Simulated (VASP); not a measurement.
The system is C.

```
CELL_PARAMETERS angstrom
0.00000 1.78337 1.78337
1.78337 0.00000 1.78337
1.78337 1.78337 0.00000
ATOMIC_POSITIONS crystal
C 0.75000 0.75000 0.75000
C 0.50000 0.50000 0.50000
```

This isn't the form of C at room conditions, which is graphite.

* Program: VASP 6.6.1
* Task: relaxation of cell and atoms
* Functional: LDA
* Potentials or basis: VASP PAW LDA potentials, release 64 (C)
* Cutoff: 600 eV
* k mesh: 13 × 13 × 13
* Occupations: fermi-dirac, width 0.05 eV
* Spin: no spin polarisation

At the start: pressure -12.4 GPa; volume 5.67 Å³/atom.

Where does the relaxation end?

Over 3 steps the energy falls by 6.2 meV/atom and the volume is 5.52 Å³/atom (-2.7 %); space group Fd-3m (No. 227, to 0.05 Å).

The path:
| step | energy change (eV) | largest force (eV/Å) | pressure (GPa) | volume (Å³) |
| --- | --- | --- | --- | --- |
| 1 | 0.0000 | 0.0000 | -12.37 | 11.34 |
| 2 | 0.0090 | 0.0000 | 17.94 | 10.64 |
| 3 | -0.0123 | 0.0000 | -0.11 | 11.03 |

Final structure:
```
C
1.0
     0.00000    1.76696    1.76696
     1.76696    0.00000    1.76696
     1.76696    1.76696    0.00000
C
2
Direct
  0.75000 0.75000 0.75000
  0.50000 0.50000 0.50000
```

The cell as given is a measured one (5.67 Å³/atom); LDA puts the equilibrium volume -2.7 % from it, thermal expansion not counted.
